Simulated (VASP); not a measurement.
# Cu (I4/mmm) in VASP: RPA correlation energy with PBE

Aim: the RPA correlation energy of Cu with PBE.

All numbers are computed with VASP 6.6.1; they aren't measurements. Logs are shortened: lines on timing, memory, paths and dates and some standing lists are left out, and cuts for length are marked.

## 1. The structure

The structure is tetragonal, space group I4/mmm (No. 139). Conventional cell: a = 2.896 Å, b = 2.896 Å, c = 2.722 Å, α = 90.00°, β = 90.00°, γ = 90.00°. Cu (site symmetry 4/mmm) has 10 Cu at 2.46 to 2.72 Å as nearest neighbours.

This isn't the form of Cu at room conditions, which is fcc.

## 2. RPA correlation energy, PBE

Contents of POSCAR:

```
Cu
1.0
   -1.4478500000      1.4478500000      1.3611800000
    1.4478500000     -1.4478500000      1.3611800000
    1.4478500000      1.4478500000     -1.3611800000
Cu
1
Direct
    0.0000000000      0.0000000000      0.0000000000
```

Contents of INCAR.step1:

```
ALGO     = Fast           # electronic algorithm
EDIFF    = 1E-8           # SCF threshold, eV
ENCUT    = 450            # plane-wave cutoff, eV
GGA      = PE             # functional
ISMEAR   = 0              # smearing method
LASPH    = T              # aspherical terms in the spheres
LCHARG   = F              # write CHGCAR
LREAL    = F              # projectors in reciprocal space
LWAVE    = T              # write WAVECAR
NELM     = 60             # most SCF steps
PREC     = Accurate       # precision mode
SIGMA    = 0.05           # smearing width, eV
```

Contents of INCAR.step2:

```
AEXX     = 1.0            # exact-exchange fraction
AGGAC    = 0.0          
ALDAC    = 0.0          
ALGO     = EIGENVAL       # electronic algorithm
EDIFF    = 1E-8           # SCF threshold, eV
ENCUT    = 450            # plane-wave cutoff, eV
GGA      = PE             # functional
ISMEAR   = 0              # smearing method
ISTART   = 1            
LASPH    = T              # aspherical terms in the spheres
LCHARG   = F              # write CHGCAR
LHFCALC  = T              # exact exchange
LREAL    = F              # projectors in reciprocal space
LWAVE    = F              # write WAVECAR
NELM     = 1              # most SCF steps
PREC     = Accurate       # precision mode
PRECFOCK = Fast         
SIGMA    = 0.05           # smearing width, eV
```

Contents of INCAR.step3:

```
ALGO     = Exact          # electronic algorithm
EDIFF    = 1E-8           # SCF threshold, eV
ENCUT    = 450            # plane-wave cutoff, eV
GGA      = PE             # functional
ISMEAR   = 0              # smearing method
ISTART   = 1            
LASPH    = T              # aspherical terms in the spheres
LCHARG   = F              # write CHGCAR
LOPTICS  = T              # frequency-dependent dielectric function
LREAL    = F              # projectors in reciprocal space
LWAVE    = T              # write WAVECAR
NBANDS   = 260            # bands
NELM     = 1              # most SCF steps
PREC     = Accurate       # precision mode
SIGMA    = 0.05           # smearing width, eV
```

Contents of INCAR.step4:

```
ALGO     = ACFDT          # electronic algorithm
EDIFF    = 1E-8           # SCF threshold, eV
ENCUT    = 450            # plane-wave cutoff, eV
ENCUTGW  = 250            # cutoff of the response function
GGA      = PE             # functional
ISMEAR   = 0              # smearing method
ISTART   = 1            
LASPH    = T              # aspherical terms in the spheres
LCHARG   = F              # write CHGCAR
LREAL    = F              # projectors in reciprocal space
LWAVE    = F              # write WAVECAR
NBANDS   = 260            # bands
NELM     = 60             # most SCF steps
NOMEGA   = 12             # frequency points
PREC     = Accurate       # precision mode
PRECFOCK = Fast         
SIGMA    = 0.05           # smearing width, eV
```

Contents of KPOINTS:

```
k-points
0
Gamma
  8 8 8
```

Potentials or basis: VASP PAW PBE potentials, release 64 (Cu_GW).

Launch:

```console
cat potpaw_PBE.64/Cu_GW/POTCAR > POTCAR
cp INCAR.step1 INCAR
mpirun -np 1 vasp_std > vasp.out
cp INCAR.step2 INCAR
mpirun -np 1 vasp_std > vasp.out
cp INCAR.step3 INCAR
mpirun -np 1 vasp_std > vasp.out
cp INCAR.step4 INCAR
mpirun -np 1 vasp_std > vasp.out
```

OUTCAR:

```text
EDIFF = 1E-8
   ENCUT = 450
   ENCUTGW = 250
   GGA = PE
   ISMEAR = 0
   ISTART = 1
   LASPH = T
   LREAL = F
   NELM = 60
   PREC = Accurate
   PRECFOCK = Fast

 ion  position               nearest neighbor table
   1  0.000  0.000  0.000-

  LATTYP: Found a body centered tetragonal cell.
 ALAT       =     2.8957000000
 C/A-ratio  =     0.9401388265

  Lattice vectors:

 A1 = (  -1.4478500000,   1.4478500000,   1.3611800000)
 A2 = (   1.4478500000,  -1.4478500000,   1.3611800000)
 A3 = (   1.4478500000,   1.4478500000,  -1.3611800000)

Analysis of symmetry for initial positions (statically):
=====================================================================
 Subroutine PRICEL returns:
 Original cell was already a primitive cell.

 Routine SETGRP: Setting up the symmetry group for a
 body centered tetragonal supercell.

 Subroutine GETGRP returns: Found 16 space group operations
 (whereof 16 operations were pure point group operations)
 out of a pool of 16 trial point group operations.

The static configuration has the point symmetry D_4h.

Analysis of symmetry for dynamics (positions and initial velocities):
=====================================================================
 Subroutine PRICEL returns:
 Original cell was already a primitive cell.

 Routine SETGRP: Setting up the symmetry group for a
 body centered tetragonal supercell.

 Subroutine GETGRP returns: Found 16 space group operations
 (whereof 16 operations were pure point group operations)
 out of a pool of 16 trial point group operations.

The dynamic configuration has the point symmetry D_4h.

 Subroutine INISYM returns: Found 16 space group operations
 (whereof 16 operations are pure point group operations),
 and found     1 'primitive' translations

----------------------------------------------------------------------------------------

                                     Primitive cell

  volume of cell :      11.4136

  direct lattice vectors                    reciprocal lattice vectors
    -1.447850000  1.447850000  1.361180000     0.000000000  0.345339642  0.367328347
     1.447850000 -1.447850000  1.361180000     0.345339642  0.000000000  0.367328347
     1.447850000  1.447850000 -1.361180000     0.345339642  0.345339642  0.000000000

  length of vectors
     2.458729395  2.458729395  2.458729395     0.504172176  0.504172176  0.488384005

  position of ions in fractional coordinates (direct lattice)
     0.000000000  0.000000000  0.000000000

  ion indices of the primitive-cell ions
   primitive index   ion index
                 1           1

----------------------------------------------------------------------------------------

 KPOINTS: k-points

Automatic generation of k-mesh.
 Grid dimensions read from file:
 generate k-points for:    8    8    8

 Generating k-lattice:

  Cartesian coordinates                     Fractional coordinates (reciprocal lattice)
     0.000000000  0.043167455  0.045916043     0.125000000  0.000000000  0.000000000
     0.043167455  0.000000000  0.045916043     0.000000000  0.125000000  0.000000000
     0.043167455  0.043167455  0.000000000     0.000000000  0.000000000  0.125000000

  Length of vectors
     0.063021522  0.063021522  0.061048001

  Shift w.r.t. Gamma in fractional coordinates (k-lattice)
     0.000000000  0.000000000  0.000000000

 Subroutine IBZKPT returns following result:
 ===========================================

 Found     59 irreducible k-points:

 Following reciprocal coordinates:
            Coordinates               Weight
  0.000000  0.000000  0.000000      1.000000
  0.125000  0.000000  0.000000      8.000000
  0.250000  0.000000  0.000000      8.000000
  0.375000  0.000000  0.000000      8.000000
  0.500000  0.000000  0.000000      4.000000
  0.125000  0.125000  0.000000      8.000000
[... 16 lines left out ...]
  0.250000  0.125000  0.125000     16.000000
  0.375000  0.125000  0.125000      8.000000
 [... further k-points ...]
   k-points           NKPTS =     59   k-points in BZ     NKDIM =    512   number of bands    NBANDS=    260
   number of dos      NEDOS =    301   number of ions     NIONS =      1
   total plane-waves  NPLWV =   5832
   dimension x,y,z NGX =    18 NGY =   18 NGZ =   18
   dimension x,y,z NGXF=    36 NGYF=   36 NGZF=   36
   ions per type =               1
   NGX,Y,Z   is equivalent  to a cutoff of  12.17, 12.17, 12.17 a.u.
   NGXF,Y,Z  is equivalent  to a cutoff of  24.34, 24.34, 24.34 a.u.
 SYSTEM =  unknown system
   PREC   = accura    normal or accurate (medium, high low for compatibility)
   ISTART =      1    job   : 0-new  1-cont  2-samecut
   ICHARG =      0    charge: 1-file 2-atom 10-const
   ISPIN  =      1    spin polarized calculation?
   LNONCOLLINEAR =      F non collinear calculations
   LSORBIT =      F    spin-orbit coupling
   LASPH  =      T    aspherical Exc in radial PAW
   ENCUT  =  450.0 eV  33.07 Ry    5.75 a.u.   4.25  4.25  4.25*2*pi/ulx,y,z
   NELM   =     60;   NELMIN=  2; NELMDL=  0     # of ELM steps
   EDIFF  = 0.1E-07   stopping-criterion for ELM
   LREAL  =      F    real-space projection
   EDIFFG = 0.1E-06   stopping-criterion for IOM
   NSW    =      0    number of steps for IOM
   IBRION =     -1    ionic relax: 0-MD 1-quasi-New 2-CG
   NFREE  =      0    steps in history (QN), initial steepest desc. (CG)
   ISIF   =      0    stress and relaxation
   ISYM   =      3    0-nonsym 1-usesym 2-fastsym
   POTIM  = 0.5000    time-step for ionic-motion
   TEBEG  =    0.0;   TEEND  =   0.0 temperature during run
   PSTRESS=    0.0 pullay stress
   NELECT =      11.0000    total number of electrons
   NUPDOWN=      -1.0000    fix difference up-down
   EMIN   =  10.00;   EMAX   =-10.00  energy-range for DOS
   EFERMI =   0.00;   METHOD = LEGACY
   ISMEAR =     0;   SIGMA  =   0.05  broadening in eV -4-tet -1-fermi 0-gaus
   EFERMI_NEDOS =   21; number of points for ismear=-14 and -15
   IALGO  =     38    algorithm
   IMIX   =      4    mixing-type and parameters
     AMIX     =   0.40;   BMIX     =  1.00
     AMIX_MAG =   1.60;   BMIX_MAG =  1.00
  volume/ion in A,a.u.               =      11.41        77.02
  Fermi-wavevector in a.u.,A,eV,Ry     =   1.617080  3.055838 35.578522  2.614948
  Thomas-Fermi vector in A             =   2.711563
   LORBIT       =      0    0 simple, 1 ext, 2 COOP (PROOUT), +10 PAW based schemes
   GGA     = PE    functional components
   LHFCALC =     T    Hartree Fock is set to
   PRECFOCK=fast      Normal, Fast or Accurate (Low or Medium for compatibility)
   ENCUT4O =  -1.0   cutoff for four orbital integrals eV
   NKREDX  =     1    reduce k-point grid by
   NKREDY  =     1    reduce k-point grid by
   NKREDZ  =     1    reduce k-point grid by
   AEXX    =    1.0000 exact exchange contribution
   HFSCREEN=    0.0000 screening length (either q_TF or 0.3 A-1)
   HFSCREENC=   0.0000 screening length for correlation (either q_TF or 0.3 A-1)
   ENCUTFOCK=  -1.0 apply spherical cutoff to Coloumb kernel
   IVDW    =     0    specifies the selected vdW correction
   LEPSILON=     F    determine dielectric tensor
   LRPA    =     F    only Hartree local field effects (RPA)
   LRPAFORCE           =     F    calculate RPA forces
   ENCUTGW             = 250.0    cutoff for response function in eV
   ENCUTGWSOFT         = 200.0    soft cutoff for Coulomb kernel in GW response function in eV
   ENCUTLF             =  -1.0    cutoff for local field effects
   NELMGW              =     1    number of iterations in solving QP/BSE equation
   NELMHF              =     1    number of iterations in the inner HF iteration
   NKREDLFX            =     1    NKREDLFY  =   1   NKREDLFZ  =   1
 non-spin polarized calculation
 Gauss-broadening in eV      SIGMA  =   0.05
  energy-cutoff  :      450.00
  volume of cell :       11.41
 maximum number of plane-waves:       260
 NGX is ok and might be reduce to    18
  NGX = 12; NGY = 12; NGZ = 12
   NGX =  9   NGY =  9   NGZ =  9
 maximum number of plane-waves:       111

      cutoff energy     smooth cutoff   RPA   correlation   Hartree contr. to MP2
---------------------------------------------------------------------------------
            250.000           200.000      -15.1185329741      -37.4759957470
            238.095           190.476      -15.0216841544      -37.2439664354
            226.757           181.406      -14.9145159259      -36.9839767585
            215.959           172.768      -14.7970176238      -36.6957742496
            205.676           164.541      -14.6687568731      -36.3782787728
            195.882           156.705      -14.5299404212      -36.0317717011
            186.554           149.243      -14.3803668590      -35.6558808851
            177.670           142.136      -14.2203909883      -35.2513790557
  linear regression
  converged value                          -16.4705521958      -40.8364441142
```

Wall time 36 min (1 thread of Intel Xeon Platinum 8488C (Sapphire Rapids), shared host); peak memory 0.79 GiB.

What came out:

| Property | Result |
| --- | --- |
| Band gap on the k mesh, mean-field level | none (metal or under the smearing width) |
| RPA correlation energy | -16.471 eV/atom |
| RPA total energy per cell | -18.398 eV |
| RPA correlation energy per cell | -16.471 eV |

Caveat: the k mesh is coarse (spacing up to 0.40 Å⁻¹), so the values aren't converged; the ground state has no gap, which makes the many-body step unreliable.
